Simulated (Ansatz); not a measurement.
# Cu, before and after

The guess for Cu was made by a generator: random cell by space group and Wyckoff sites (P-3m1, No. 164). Lengths were set from tabulated atomic sizes, so they are only a guess.

start.cif

```cif
data_structure
_symmetry_space_group_name_H-M 'P-3m1'
_symmetry_Int_Tables_number 164
_cell_length_a 2.4791
_cell_length_b 2.4791
_cell_length_c 4.1707
_cell_angle_alpha 90.000
_cell_angle_beta 90.000
_cell_angle_gamma 120.000
_cell_volume 22.20
loop_
_atom_site_label
_atom_site_type_symbol
_atom_site_symmetry_multiplicity
_atom_site_Wyckoff_symbol
_atom_site_fract_x
_atom_site_fract_y
_atom_site_fract_z
_atom_site_occupancy
Cu1 Cu 2 d 0.66667 0.33333 0.74587 1
```

All numbers below come from DFT PBE, scalar-relativistic, plane waves, PAW in Ansatz. Cutoff 420 eV, Gaussian smearing, Γ-centred meshes. Cell and atoms relax first on a coarse mesh and then on a finer one. In between, the cell is made exact in the group found at 0.06 Å. In metals the finer mesh still leaves noise of several meV/atom or more. The steps can't lower the symmetry of their start. No spin polarisation.

end.cif

```cif
data_structure
_symmetry_space_group_name_H-M 'P6_3/mmc'
_symmetry_Int_Tables_number 194
_cell_length_a 2.5650
_cell_length_b 2.5650
_cell_length_c 4.2013
_cell_angle_alpha 90.000
_cell_angle_beta 90.000
_cell_angle_gamma 120.000
_cell_volume 23.94
loop_
_atom_site_label
_atom_site_type_symbol
_atom_site_symmetry_multiplicity
_atom_site_Wyckoff_symbol
_atom_site_fract_x
_atom_site_fract_y
_atom_site_fract_z
_atom_site_occupancy
Cu1 Cu 2 c 0.66667 0.33333 0.75000 1
```

The symmetry goes from P-3m1 (No. 164) to P6_3/mmc (No. 194). The end has the hcp type. The volume per atom grows by 7.8 %, from 11.1 to 12.0 Å³. The shortest distance goes from 2.48 Å (Cu–Cu) to 2.56 Å (Cu–Cu).

For Cu, the volume per atom is 11.97 Å³, the density is 8.82 g/cm³ and the energy over the standard state is +0.01 eV/atom. The gap on the 24×24×14 mesh of the 2-atom cell is 0 eV (a metal).

Energies count from the standard state of Cu at the same level. It lies above the standard state, so it could only be metastable.

The last run used Gaussian smearing of 0.10 eV. For metals, differences of a few meV/atom aren't resolved. A structure relaxed within its symmetry needn't be a true minimum. In all, the 3 runs took 2.6 min on 1 thread of Intel(R) Xeon(R) Processor @ 2.50GHz (Skylake/Cascade Lake), with other jobs on the host.
